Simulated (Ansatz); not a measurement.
# Ge25H12: the cost of one run

Computed with Ansatz 0.2.0 (DFT RPBE, scalar-relativistic, plane waves, PAW, unless a step's input says otherwise).

### 1 The system as given

The structure is monoclinic, space group Pm (No. 6). The conventional cell has a = 8.148 Å, b = 8.148 Å, c = 29.397 Å, α = 90.00°, β = 90.00°, γ = 90.00°. Ge (site symmetry m) has 1 H at 1.56 Å as nearest neighbours. Around Ge (site symmetry m) lie 4 Ge at 2.46 to 2.53 Å. Ge (site symmetry m) is surrounded by 3 Ge at 2.47 to 2.54 Å. Around Ge (site symmetry m) lie 3 Ge at 2.54 to 2.57 Å. Around Ge (site symmetry 1) lie 4 Ge at 2.47 to 2.53 Å. Ge (site symmetry 1) is surrounded by 4 Ge at 2.49 to 2.57 Å. Around Ge (site symmetry 1) lie 4 Ge at 2.46 to 2.53 Å. Ge (site symmetry 1) is surrounded by 4 Ge at 2.52 to 2.53 Å. Only part of the 26 independent sites is listed.

Structure file:

```cif
data_structure
_symmetry_space_group_name_H-M 'Pm'
_symmetry_Int_Tables_number 6
_cell_length_a 8.1476
_cell_length_b 8.1476
_cell_length_c 29.3968
_cell_angle_alpha 90.000
_cell_angle_beta 90.000
_cell_angle_gamma 90.000
_cell_volume 1951.45
loop_
_atom_site_label
_atom_site_type_symbol
_atom_site_symmetry_multiplicity
_atom_site_Wyckoff_symbol
_atom_site_fract_x
_atom_site_fract_y
_atom_site_fract_z
_atom_site_occupancy
Ge1 Ge 1 a 0.10732 0.00000 0.50767 1
Ge2 Ge 1 a 0.41822 0.00000 0.50758 1
Ge3 Ge 1 b 0.13891 0.50000 0.49452 1
Ge4 Ge 1 b 0.43456 0.50000 0.52215 1
Ge5 Ge 2 c 0.01239 0.75423 0.46476 1
Ge6 Ge 2 c 0.48556 0.73844 0.46692 1
Ge7 Ge 2 c 0.25537 0.74860 0.41138 1
Ge8 Ge 2 c 0.74654 0.74953 0.42028 1
Ge9 Ge 1 a 0.24724 0.00000 0.36437 1
Ge10 Ge 1 a 0.74845 0.00000 0.36997 1
Ge11 Ge 1 b 0.25149 0.50000 0.36400 1
Ge12 Ge 1 b 0.75211 0.50000 0.36982 1
Ge13 Ge 1 a 0.99450 0.00000 0.31831 1
Ge14 Ge 1 a 0.50176 0.00000 0.31839 1
Ge15 Ge 1 b 0.99753 0.50000 0.31820 1
Ge16 Ge 1 b 0.50500 0.50000 0.31825 1
Ge17 Ge 2 c 0.00000 0.75000 0.27079 1
Ge18 Ge 2 c 0.50000 0.75000 0.27079 1
H1 H 2 c 0.15088 0.75000 0.23812 1
H2 H 2 c 0.84912 0.75000 0.23812 1
H3 H 2 c 0.65088 0.75000 0.23812 1
H4 H 2 c 0.34912 0.75000 0.23812 1
Ge19 Ge 1 a 0.50362 0.00000 0.58776 1
H5 H 1 a 0.69280 0.00000 0.59095 1
H6 H 2 c 0.43812 0.15387 0.61231 1
H7 H 1 a 0.03368 0.00000 0.55657 1
```

### 2 Single point: Ge25H12 slab, no spin

A dipole layer in the vacuum cancels the field that periodic copies would set up if the slab's two faces differ.

File input.yaml:

```yaml
crystal:
  lattice:
    - [8.14756718, 0.0, 0.0]
    - [0.0, 8.14756718, 0.0]
    - [0.0, 0.0, 29.3968319]
  atoms:
    - { symbol: Ge, position: [0.0, 0.10731868, 0.50767418] }
    - { symbol: Ge, position: [0.0, 0.41821622, 0.50758486] }
    - { symbol: Ge, position: [0.5, 0.13890503, 0.49451606] }
    - { symbol: Ge, position: [0.5, 0.43456096, 0.5221461] }
    - { symbol: Ge, position: [0.24576528, 0.01238536, 0.46476357] }
    - { symbol: Ge, position: [0.26155866, 0.48556419, 0.46692304] }
    - { symbol: Ge, position: [0.75423472, 0.01238536, 0.46476357] }
    - { symbol: Ge, position: [0.73844134, 0.48556419, 0.46692304] }
    - { symbol: Ge, position: [0.25140159, 0.25537379, 0.41138188] }
    - { symbol: Ge, position: [0.25047369, 0.74654494, 0.42027969] }
    - { symbol: Ge, position: [0.74859841, 0.25537379, 0.41138188] }
    - { symbol: Ge, position: [0.74952631, 0.74654494, 0.42027969] }
    - { symbol: Ge, position: [0.0, 0.24724286, 0.36437257] }
    - { symbol: Ge, position: [0.0, 0.74844638, 0.36996564] }
    - { symbol: Ge, position: [0.5, 0.2514876, 0.36400074] }
    - { symbol: Ge, position: [0.5, 0.75211275, 0.36981549] }
    - { symbol: Ge, position: [0.0, -0.00550258, 0.31830544] }
    - { symbol: Ge, position: [0.0, 0.50176291, 0.31838523] }
    - { symbol: Ge, position: [0.5, -0.00247465, 0.3181976] }
    - { symbol: Ge, position: [0.5, 0.5049993, 0.31824947] }
    - { symbol: Ge, position: [0.25, 0.0, 0.27079217] }
    - { symbol: Ge, position: [0.25, 0.5, 0.27079217] }
    - { symbol: Ge, position: [0.75, 0.0, 0.27079217] }
    - { symbol: Ge, position: [0.75, 0.5, 0.27079217] }
    - { symbol: H, position: [0.25, 0.150879, 0.2381209] }
    - { symbol: H, position: [0.25, 0.849121, 0.2381209] }
    - { symbol: H, position: [0.25, 0.650879, 0.2381209] }
    - { symbol: H, position: [0.25, 0.349121, 0.2381209] }
    - { symbol: H, position: [0.75, 0.150879, 0.2381209] }
    - { symbol: H, position: [0.75, 0.849121, 0.2381209] }
    - { symbol: H, position: [0.75, 0.650879, 0.2381209] }
    - { symbol: H, position: [0.75, 0.349121, 0.2381209] }
    - { symbol: Ge, position: [0.0, 0.50362236, 0.58776241] }
    - { symbol: H, position: [0.0, 0.69280096, 0.59094764] }
    - { symbol: H, position: [0.84613171, 0.43811689, 0.61231349] }
    - { symbol: H, position: [0.15386829, 0.43811689, 0.61231349] }
    - { symbol: H, position: [0.0, 0.0336834, 0.55656758] }
scf:
  occupations: { method: gaussian, width: 0.03 }
output:
  eigenvalues: true
  write_density: true
  write_potential: true
  elf: true
  volumetric_format: npy
hamiltonian:
  xc: rpbe
efield:
  axis: 3
  dipole_correction: true
kpoints:
  mp_grid: { grid: [4, 4, 1] }
```

Started as:

```console
$ ansatz run input.yaml --threads 16 --pin off --max-ram 32768MiB --backend cpu --events-out ev --progress --plain --runs-dir out
```

What time and memory should one allow on 16 threads of Intel Xeon 6975P-C (Granite Rapids), shared host?

About 28 s, with a peak of 13 GiB.
